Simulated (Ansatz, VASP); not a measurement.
# SrO in VASP and in Ansatz

```xyz
4
Lattice="4.2550 0.0000 0.0000 -2.1275 3.6849 0.0000 0.0000 0.0000 5.1495" Properties=species:S:1:pos:R:3 pbc="T T T"
Sr    0.0000    2.4566    4.8276
Sr    2.1275    1.2283    2.2529
O     0.0000    2.4566    2.2529
O     2.1275    1.2283    4.8276
```

Alike in both runs: functional PBE; dispersion D3(BJ); k mesh 6 × 6 × 6; occupations gaussian, width 0.02 eV; no spin polarisation.

Ansatz relaxed the structure, and its values are those at the end. VASP's run is a single point on that final structure, the one shown.

|  | VASP | Ansatz |
| --- | --- | --- |
| version | VASP 6.6.1 | Ansatz 0.2.0 |
| potentials or method | VASP PAW PBE potentials, release 64 (Sr_sv, O) | scalar-relativistic, plane waves, PAW |
| plane-wave cutoff (eV) | 520 | 420 |
| valence electrons in the cell | 32 | 32 |

|  | VASP | Ansatz | Ansatz less VASP |
| --- | --- | --- | --- |
| gap on the k mesh at the Fermi level (eV) | 2.67 | 2.69 | +0.018 |
| least direct gap on the mesh (eV) | 2.67 | 2.69 | +0.018 |
| pressure (GPa) | 0.5 | 0.0 | -0.49 |

Ansatz warned: «structure_snapped_to_symmetry».

A k mesh can miss the band edges.
